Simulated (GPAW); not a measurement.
Runs of GPAW 26.7.0 on PbS (Galena). Symmetry: Fm-3m, No. 225, cubic system. The conventional cell has a = 5.931 Å, b = 5.931 Å, c = 5.931 Å, α = 90.00°, β = 90.00°, γ = 90.00°. Pb (site symmetry m-3m) has 6 S at 2.97 Å as nearest neighbours. S (site symmetry m-3m) is surrounded by 6 Pb at 2.97 Å. 

```tsv
task	level	potentials or basis	cell	optimizer	fmax	max steps	target pressure	convergence	gap on the mesh (eV)	pressure (GPa)
relaxation of cell and atoms	LDA	the program's PAW data sets (release 1.2.1) made for this functional, pw	relaxed to 1 GPa	BFGS	0.05 eV/Å	60	1 GPa	density=1e-05 forces=0.0001	0.08	1.2
band structure	BLYP	PAW data sets generated in the run's folder for this functional, pw	as given	-	-	-	-	-	(c)	5.7
band structure	revPBE	the program's PAW data sets (release 1.2.1) made for this functional, pw	as given	-	-	-	-	-	(a)	(b)
band structure	LDA	the program's PAW data sets (release 1.2.1) made for this functional, pw	as given	-	-	-	-	-	0.18	-2.8
relaxation of cell and atoms	RPBE	the program's PAW data sets (release 1.2.1) made for this functional, pw	relaxed to 2 GPa	LBFGS	0.01 eV/Å	60	2 GPa	density=1e-05 forces=0.0001	0.52	2.0
```

Alike in all rows: no spin polarisation; k mesh 8 × 8 × 8; cutoff (eV) 600; smearing fermi-dirac 0.05 eV.

Q: Fill in the values left out.

A: (a) 0.38; (b) 3.4; (c) 0.46.

Caveats: spin-orbit coupling is left out, which as a rule narrows the gap of such compounds by several tenths of an eV; later steps reuse the first step's grids (some runs).

A k mesh can miss the band edges, and the runs leave out spin-orbit coupling on Pb.

Runs at the PBE level aren't shown here.
